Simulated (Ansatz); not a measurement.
This guess for Te is about to be relaxed.

```yaml
crystal:
  lattice:
    - [3.83230, 0.00000, 0.00000]
    - [-1.91615, 3.31887, 0.00000]
    - [0.00000, 0.00000, 6.04117]
  atoms:
    - { symbol: Te, position: [0.66667, 0.33333, 0.72496] }
    - { symbol: Te, position: [0.66667, 0.33333, 0.27504] }
    - { symbol: Te, position: [0.00000, 0.00000, 0.00000] }
```

These are results of DFT PBE, scalar-relativistic, plane waves, PAW (Ansatz), not measurements. Cutoff 420 eV, Gaussian smearing, Γ-centred meshes. Cell and atoms relax first on a coarse mesh and then on a finer one. In between, the cell is made exact in the group found at 0.06 Å. In metals the finer mesh still leaves noise of several meV/atom or more. The steps can't lower the symmetry of their start. No spin polarisation.

A guess keeps its type if space group and coordination stay and the shape of the cell changes little (axis ratios within about 15 %, angles within 6°); the volume may change.

Q: Does this structure survive the relaxation?

A: It keeps its type. The symmetry stays P-6m2 (No. 187). The volume per atom grows by 36.1 %, from 25.6 to 34.8 Å³. The shortest distance goes from 2.72 Å (Te–Te) to 2.87 Å (Te–Te). The ratio c/a of the conventional cell changes by a factor of 1.10. Counting neighbours within 15 % of an atom's shortest distance, the start has Te 4/6 and the end Te 4/6.

The last run used a 12×12×8 mesh (in the run's order of axes) for its 3-atom cell and Gaussian smearing of 0.10 eV. Spin–orbit coupling, which can matter for Te, is left out. Symmetry constrained the relaxation, so the result can be a saddle point.

In counts of neighbours, a slash parts the counts of unlike sites.
